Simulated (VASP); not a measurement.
# GaCo: formation energy of a vacancy on the Ga site

Wanted: what a vacancy on the Ga site costs in GaCo and how the lattice relaxes round it. The start is a cell from a database of measured crystal structures.

Calculated with VASP 6.6.1; SCAN, spin-polarised from a ferromagnetic start (one magnetic atom a cell); plane waves and PAW (Ga, Co), in the first sound run; inputs show where later runs differ.

Report form: the programs' logs are mostly left out.

## (1) The host crystal

Symmetry: Pm-3m, No. 221, cubic system. The conventional cell has a = 2.878 Å, b = 2.878 Å, c = 2.878 Å, α = 90.00°, β = 90.00°, γ = 90.00°. Ga has 8 Co at 2.49 Å nearest. Nearest to Co lie 8 Ga at 2.49 Å. Farther neighbours are not listed.

Structure file:

```cif
data_structure
_symmetry_space_group_name_H-M 'Pm-3m'
_symmetry_Int_Tables_number 221
_cell_length_a 2.8780
_cell_length_b 2.8780
_cell_length_c 2.8780
_cell_angle_alpha 90.000
_cell_angle_beta 90.000
_cell_angle_gamma 90.000
_cell_volume 23.84
loop_
_atom_site_label
_atom_site_type_symbol
_atom_site_symmetry_multiplicity
_atom_site_Wyckoff_symbol
_atom_site_fract_x
_atom_site_fract_y
_atom_site_fract_z
_atom_site_occupancy
Ga1 Ga 1 b 0.50000 0.50000 0.50000 1
Co1 Co 1 a 0.00000 0.00000 0.00000 1
```

## (2) The host at zero pressure

The later steps need the crystal at this functional's own lattice; a raised cutoff keeps the stress reliable while the cell changes.

INCAR reads:

```
SYSTEM = GaCo
PREC = Accurate
ENCUT = 350
EDIFF = 1E-06
NELM = 120
ISMEAR = 1
SIGMA = 0.15
LREAL = .FALSE.
ALGO = Normal
METAGGA = SCAN
LASPH = .TRUE.
NBANDS = 15
ISPIN = 2
MAGMOM = 0 2
LMAXMIX = 4
LORBIT = 11
LWAVE = .FALSE.
LCHARG = .FALSE.
KPAR = 4
IBRION = 2
NSW = 40
ISIF = 3
EDIFFG = -0.02
POTIM = 0.4
```

POSCAR reads:

```
GaCo
1.0
    2.8780000000      0.0000000000      0.0000000000
    0.0000000000      2.8780000000      0.0000000000
    0.0000000000      0.0000000000      2.8780000000
Ga Co
1 1
Direct
    0.5000000000      0.5000000000      0.5000000000
    0.0000000000      0.0000000000      0.0000000000
```

KPOINTS reads:

```
Automatic mesh
0
Gamma
11 11 11
0 0 0
```

The projector-augmented-wave data sets are Ga and Co (PBE family, release 64).

Run with:

```
$ mpirun -np 4 vasp_std
```

Run time: 70 s. Hardware: 4 MPI ranks of AMD EPYC 9R45, shared host; peak memory 0.47 GiB.

The cell holds one magnetic atom, so no antiferromagnetic order fits into it. SCAN-type functionals tend to overstate the moments of itinerant magnets. The PAW data sets were made with PBE, which is usual practice but a small mismatch for other functionals. The data set Ga keeps the semicore shell frozen, which is cheaper and a little less accurate. The run keeps the 48 symmetry operations of its start, so it cannot find a distortion of lower symmetry.

Step by step:

| step | energy less that of the first step (eV) | largest force (eV/Å) | pressure (GPa) | volume (Å³) |
| --- | --- | --- | --- | --- |
| 1 | 0.0000 | 0.0000 | -6.28 | 23.84 |
| 2 | -0.0413 | 0.0000 | 0.39 | 22.57 |
| 3 | -0.0412 | 0.0000 | 0.18 | 22.60 |

| conventional cell, symmetrised | before | after | change |
| --- | --- | --- | --- |
| a (Å) | 2.878 | 2.827 | -1.8 % |
| b (Å) | 2.878 | 2.827 | -1.8 % |
| c (Å) | 2.878 | 2.827 | -1.8 % |
| volume (Å³/atom) | 11.92 | 11.30 | -5.2 % |

The relaxed structure:

```xyz
2
Lattice="2.8271 0.0000 0.0000 0.0000 2.8271 0.0000 0.0000 0.0000 2.8271" Properties=species:S:1:pos:R:3 pbc="T T T"
Ga    1.4136    1.4136    1.4136
Co    0.0000    0.0000    0.0000
```

This step gave:

- electronic cycles: 71
- electrons: 12
- free energy (TOTEN): -34.08 eV
- energy at zero smearing: -34.08 eV
- Fermi energy: 7.737 eV
- moment of the cell, from the last line of the log: 0.3097 μB
- labelled metallic, from the levels on this mesh: yes

Spin moment in the PAW sphere by atom:

| atom | spin moment in the PAW sphere (μB) |
| --- | --- |
| Ga1 | -0.054 |
| Co2 | 0.377 |

The run ended after 3 ionic steps, 0.041 eV below its first step, once forces and stress met EDIFFG = -0.02.

## (3) Relax the host again, on a new basis

The volume changed by more than 5 %, so the plane waves of the start no longer fit; a second relaxation removes that error.

INCAR: that of step 2 with these lines changed.

```diff
@@ -20,3 +20,3 @@
 IBRION = 2
-NSW = 40
+NSW = 30
 ISIF = 3
```

POSCAR reads:

```
GaCo
1.0
    2.8271214629      0.0000000000      0.0000000000
    0.0000000000      2.8271214629      0.0000000000
    0.0000000000      0.0000000000      2.8271214629
Ga Co
1 1
Direct
    0.5000000000      0.5000000000      0.5000000000
    0.0000000000      0.0000000000      0.0000000000
```

KPOINTS reads:

```
Automatic mesh
0
Gamma
12 12 12
0 0 0
```

Run with:

```
$ mpirun -np 4 vasp_std
```

It took 54 s on 4 MPI ranks; peak memory 0.47 GiB; 3.5 min of CPU time.

The steps of the relaxation:

| step | energy less that of the first step (eV) | largest force (eV/Å) | pressure (GPa) | volume (Å³) |
| --- | --- | --- | --- | --- |
| 1 | 0.0000 | 0.0000 | 0.64 | 22.60 |
| 2 | 0.0006 | 0.0000 | -0.36 | 22.71 |
| 3 | 0.0003 | 0.0000 | 0.00 | 22.67 |

| conventional cell, symmetrised | before | after | change |
| --- | --- | --- | --- |
| a (Å) | 2.827 | 2.830 | +0.1 % |
| b (Å) | 2.827 | 2.830 | +0.1 % |
| c (Å) | 2.827 | 2.830 | +0.1 % |
| volume (Å³/atom) | 11.30 | 11.34 | +0.3 % |

Final coordinates:

```xyz
2
Lattice="2.8303 0.0000 0.0000 0.0000 2.8303 0.0000 0.0000 0.0000 2.8303" Properties=species:S:1:pos:R:3 pbc="T T T"
Ga    1.4151    1.4151    1.4151
Co    0.0000    0.0000    0.0000
```

Numbers from this step:

| Property | Result |
| --- | --- |
| electronic cycles | 43 |
| free energy (TOTEN) | -34.07 eV |
| energy at zero smearing | -34.07 eV |
| Fermi energy | 7.664 eV |
| moment of the cell, from the last line of the log | 0.3738 μB |

Spin moment in the PAW sphere by atom:

| atom | spin moment in the PAW sphere (μB) |
| --- | --- |
| Ga1 | -0.060 |
| Co2 | 0.449 |

The run ended after 3 ionic steps, 0.000 eV above its first step, once forces and stress met EDIFFG = -0.02.

## (4) The supercell without the defect

This step: SCAN, spin-polarised from a ferromagnetic start; plane waves and PAW (Ga, Co) (VASP 6.6.1).

System of this step: GaCo. Symmetry: Pm-3m, No. 221, cubic system. Conventional cell: a = 2.830 Å, b = 2.830 Å, c = 2.830 Å, α = 90.00°, β = 90.00°, γ = 90.00°. Nearest to Ga lie 8 Co at 2.45 Å. Nearest to Co lie 8 Ga at 2.45 Å. Farther neighbours are not listed.

The same cell, mesh and cutoff without the defect give the energy to subtract and, in a gapped host, the band edges to count from, so that most errors cancel.

INCAR reads:

```
SYSTEM = GaCo
PREC = Normal
ENCUT = 300
EDIFF = 1E-05
NELM = 120
ISMEAR = 1
SIGMA = 0.2
LREAL = Auto
ALGO = Normal
METAGGA = SCAN
LASPH = .TRUE.
NBANDS = 139
ISPIN = 2
MAGMOM = 0 0 0 0 0 0 0 0 0 0 0 0 0 0 0 0 2 2 2 2 2 2 2 2 2 2 2 2 2 2 2 2
LMAXMIX = 4
LORBIT = 11
LWAVE = .FALSE.
LCHARG = .FALSE.
KPAR = 4
```

POSCAR reads:

```
GaCo
1.0
    0.0000000000      5.6605887030      5.6605887030
    5.6605887030      0.0000000000      5.6605887030
    5.6605887030      5.6605887030      0.0000000000
Ga Co
16 16
Direct
    0.1250000000      0.1250000000      0.1250000000
    0.6250000000      0.1250000000      0.1250000000
    0.1250000000      0.6250000000      0.1250000000
    0.1250000000      0.1250000000      0.6250000000
    0.3750000000      0.3750000000      0.3750000000
    0.6250000000      0.6250000000      0.1250000000
    0.6250000000      0.1250000000      0.6250000000
    0.8750000000      0.3750000000      0.3750000000
    0.1250000000      0.6250000000      0.6250000000
    0.3750000000      0.8750000000      0.3750000000
    0.3750000000      0.3750000000      0.8750000000
    0.6250000000      0.6250000000      0.6250000000
    0.8750000000      0.8750000000      0.3750000000
    0.8750000000      0.3750000000      0.8750000000
    0.3750000000      0.8750000000      0.8750000000
    0.8750000000      0.8750000000      0.8750000000
    0.0000000000      0.0000000000      0.0000000000
    0.5000000000      0.0000000000      0.0000000000
    0.0000000000      0.5000000000      0.0000000000
    0.0000000000      0.0000000000      0.5000000000
    0.2500000000      0.2500000000      0.2500000000
    0.5000000000      0.5000000000      0.0000000000
    0.5000000000      0.0000000000      0.5000000000
    0.7500000000      0.2500000000      0.2500000000
    0.0000000000      0.5000000000      0.5000000000
    0.2500000000      0.7500000000      0.2500000000
    0.2500000000      0.2500000000      0.7500000000
    0.5000000000      0.5000000000      0.5000000000
    0.7500000000      0.7500000000      0.2500000000
    0.7500000000      0.2500000000      0.7500000000
    0.2500000000      0.7500000000      0.7500000000
    0.7500000000      0.7500000000      0.7500000000
```

KPOINTS reads:

```
Automatic mesh
0
Gamma
4 4 4
0 0 0
```

Run with:

```
$ mpirun -np 4 vasp_std
```

Elapsed: 3.8 min, on 4 MPI ranks; peak memory 1.6 GiB; 15 min of CPU time.

The magnetic state follows from one typed start and may not be the lowest.

Numbers from this step:

- electronic cycles: 21
- electrons: 192
- free energy (TOTEN): -545.1524 eV
- energy at zero smearing: -545.1670 eV
- Fermi energy: 7.686 eV
- moment of the cell, from the last line of the log: 6.196 μB

Spin moment in the PAW sphere by element, in μB:

| element | atoms | mean | spread (r.m.s.) | least | largest |
| --- | --- | --- | --- | --- | --- |
| Ga | 16 | -0.064 | 0.000 | -0.064 | -0.064 |
| Co | 16 | 0.468 | 0.000 | 0.468 | 0.468 |

The atoms farthest from the mean of their element:

| atom | x, y, z (Å) | spin moment in the PAW sphere (μB) |
| --- | --- | --- |
| Ga1 | 1.42, 1.42, 1.42 | -0.064 |
| Ga2 | 1.42, 4.25, 4.25 | -0.064 |
| Ga3 | 4.25, 1.42, 4.25 | -0.064 |
| Ga4 | 4.25, 4.25, 1.42 | -0.064 |
| Ga5 | 4.25, 4.25, 4.25 | -0.064 |
| Ga6 | 4.25, 4.25, 7.08 | -0.064 |
| Ga7 | 4.25, 7.08, 4.25 | -0.064 |
| Ga8 | 4.25, 7.08, 7.08 | -0.064 |

At this cutoff and mesh the cell shows a pressure of 1.4 GPa, where the relaxation had removed it. It comes from the smaller basis, the coarser mesh or a moment that this cell holds.

The host is treated as a metal, as its relaxation found a gap under 0.3 eV or none, and only the neutral defect is run.

## (5) Reference Ga

This step: SCAN; plane waves and PAW (Ga) (VASP 6.6.1).

System of this step: Ga. The structure is orthorhombic, space group Cmce (No. 64). The conventional cell has a = 4.432 Å, b = 7.598 Å, c = 4.556 Å, α = 90.00°, β = 90.00°, γ = 90.00°. Nearest to Ga lie 7 Ga at 2.49 to 2.75 Å.

The reference for Ga is its crystal, relaxed at the cutoff of the large cell.

INCAR reads:

```
SYSTEM = Ga
PREC = Normal
ENCUT = 300
EDIFF = 1E-05
NELM = 120
ISMEAR = 1
SIGMA = 0.1
LREAL = Auto
ALGO = Normal
METAGGA = SCAN
LASPH = .TRUE.
NBANDS = 12
LORBIT = 11
LWAVE = .FALSE.
LCHARG = .FALSE.
KPAR = 4
IBRION = 2
NSW = 25
ISIF = 3
EDIFFG = -0.02
POTIM = 0.4
```

POSCAR reads:

```
Ga
1.0
    2.2160233304     -3.7989918401      0.0000000000
    2.2160233304      3.7989918401      0.0000000000
    0.0000000000      0.0000000000      4.5555035300
Ga
4
Direct
    0.6556957200      0.3443042800      0.4154013900
    0.8443042800      0.1556957200      0.9154013900
    0.3443042800      0.6556957200      0.5845986100
    0.1556957200      0.8443042800      0.0845986100
```

KPOINTS reads:

```
Automatic mesh
0
Gamma
7 7 6
0 0 0
```

The projector-augmented-wave data sets are Ga (PBE family, release 64).

Run with:

```
$ mpirun -np 4 vasp_std
```

Elapsed: 26 s, on 4 MPI ranks; peak memory 0.49 GiB; 99 s of CPU time.

The k-mesh is coarse for a metal. The run keeps the 8 symmetry operations of its start, so it cannot find a distortion of lower symmetry.

The steps of the relaxation:

| step | energy less that of the first step (eV) | largest force (eV/Å) | pressure (GPa) | volume (Å³) |
| --- | --- | --- | --- | --- |
| 1 | 0.0000 | 0.0425 | -0.41 | 76.70 |
| 2 | -0.0013 | 0.0261 | -0.05 | 76.27 |
| 3 | -0.0014 | 0.0287 | 0.08 | 76.14 |
| 4 | -0.0016 | 0.0242 | 0.06 | 76.17 |
| 5 | -0.0017 | 0.0165 | -0.02 | 76.24 |

| conventional cell, symmetrised | before | after | change |
| --- | --- | --- | --- |
| a (Å) | 4.432 | 4.399 | -0.7 % |
| b (Å) | 7.598 | 7.596 | -0.0 % |
| c (Å) | 4.556 | 4.563 | +0.2 % |
| volume (Å³/atom) | 19.18 | 19.06 | -0.6 % |

The relaxed structure:

```
Ga
1.0
     2.19948   -3.79804    0.00000
     2.19948    3.79804    0.00000
     0.00000    0.00000    4.56307
Ga
4
Direct
  0.65551 0.34449 0.41424
  0.84449 0.15551 0.91424
  0.34449 0.65551 0.58576
  0.15551 0.84449 0.08576
```

This step gave:

| Item | Value |
| --- | --- |
| electronic cycles | 25 |
| electrons | 12 |
| free energy (TOTEN) | -65.3693 eV |
| Fermi energy | 2.264 eV |

The run ended after 5 ionic steps, 0.002 eV below its first step, once forces and stress met EDIFFG = -0.02.

Energy at zero smearing: -65.36922 eV.

## (6) Reference Co

This step: SCAN, spin-polarised from a ferromagnetic start; plane waves and PAW (Co) (VASP 6.6.1).

System of this step: Co. The structure is hexagonal, space group P6_3/mmc (No. 194). The conventional cell has a = 2.510 Å, b = 2.510 Å, c = 4.071 Å, α = 90.00°, β = 90.00°, γ = 120.00°. Co has 12 Co at 2.50 to 2.51 Å nearest.

Co is not exchanged here; its energy serves the host's formation enthalpy.

INCAR: that of step 5 with these lines changed.

```diff
@@ -1,2 +1,2 @@
-SYSTEM = Ga
+SYSTEM = Co
 PREC = Normal
@@ -11,3 +11,6 @@
 LASPH = .TRUE.
-NBANDS = 12
+NBANDS = 18
+ISPIN = 2
+MAGMOM = 1.7 1.7
+LMAXMIX = 4
 LORBIT = 11
```

POSCAR reads:

```
Co
1.0
    2.5100000000      0.0000000000      0.0000000000
   -1.2550000000      2.1737237635      0.0000000000
    0.0000000000      0.0000000000      4.0712200000
Co
2
Direct
    0.0000000000      0.0000000000      0.0000000000
    0.3333333333      0.6666666667      0.5000000000
```

KPOINTS reads:

```
Automatic mesh
0
Gamma
12 12 7
0 0 0
```

PAW data sets: Co (PBE family, release 64).

Run with:

```
$ mpirun -np 4 vasp_std
```

Wall time 69 s (4 MPI ranks); peak memory 0.44 GiB; 4.5 min of CPU time.

The run keeps the 24 symmetry operations of its start, so it cannot find a distortion of lower symmetry.

Step by step:

| step | energy less that of the first step (eV) | largest force (eV/Å) | pressure (GPa) | volume (Å³) |
| --- | --- | --- | --- | --- |
| 1 | 0.0000 | 0.0000 | -14.42 | 22.21 |
| 2 | 0.0037 | 0.0000 | 14.11 | 19.74 |
| 3 | -0.0544 | 0.0000 | -3.25 | 21.03 |
| 4 | -0.0536 | 0.0000 | 0.03 | 20.76 |
| 5 | -0.0531 | 0.0000 | 0.48 | 20.74 |
| 6 | -0.0542 | 0.0000 | -0.32 | 20.80 |
| 7 | -0.0542 | 0.0000 | -0.31 | 20.80 |
| 8 | -0.0541 | 0.0000 | -0.23 | 20.80 |
| 9 | -0.0539 | 0.0000 | 0.08 | 20.78 |

| conventional cell, symmetrised | before | after | change |
| --- | --- | --- | --- |
| a (Å) | 2.510 | 2.448 | -2.5 % |
| b (Å) | 2.510 | 2.448 | -2.5 % |
| c (Å) | 4.071 | 4.003 | -1.7 % |
| volume (Å³/atom) | 11.11 | 10.39 | -6.5 % |

Final coordinates:

```cif
data_structure
_symmetry_space_group_name_H-M 'P 1'
_symmetry_Int_Tables_number 1
_cell_length_a 2.4484
_cell_length_b 2.4484
_cell_length_c 4.0025
_cell_angle_alpha 90.000
_cell_angle_beta 90.000
_cell_angle_gamma 120.000
_cell_volume 20.78
loop_
_atom_site_label
_atom_site_type_symbol
_atom_site_fract_x
_atom_site_fract_y
_atom_site_fract_z
_atom_site_occupancy
Co1 Co 0.00000 0.00000 0.00000 1
Co2 Co 0.33333 0.66667 0.50000 1
```

This step gave:

```yaml
electronic_cycles: 84
electrons: 18
free_energy_toten: -34.45 eV
energy_at_zero_smearing: -34.45 eV
fermi_energy: 10.85 eV
moment_of_the_cell_from_the_last_line_of_the_log: 3.533 μB
```

Spin moment in the PAW sphere by atom:

| atom | spin moment in the PAW sphere (μB) |
| --- | --- |
| Co1 | 1.82 |
| Co2 | 1.82 |

The run ended after 9 ionic steps, 0.054 eV below its first step, once forces and stress met EDIFFG = -0.02.

Energy at zero smearing: -34.44608 eV.

(Continued in part 2 of 2.)

[Lines on the potential files, build, host, timing and source positions are cut from VASP's logs without a mark.]

[Logs are printed without paths, hosts, clocks, repeated set-up lines and the standing remarks that a program may print on its own settings, such as how far it seeks lower states.]

[Hosts, paths, dates, database ids (printed as entryN), source tags and the programs' standing remarks are cut or masked in the printed files.]

[In band tables of VASP the shares of atoms and orbitals are scaled to a sum of 1 inside the atoms' spheres.]

[Runs that stopped without an error message from VASP are left out.]
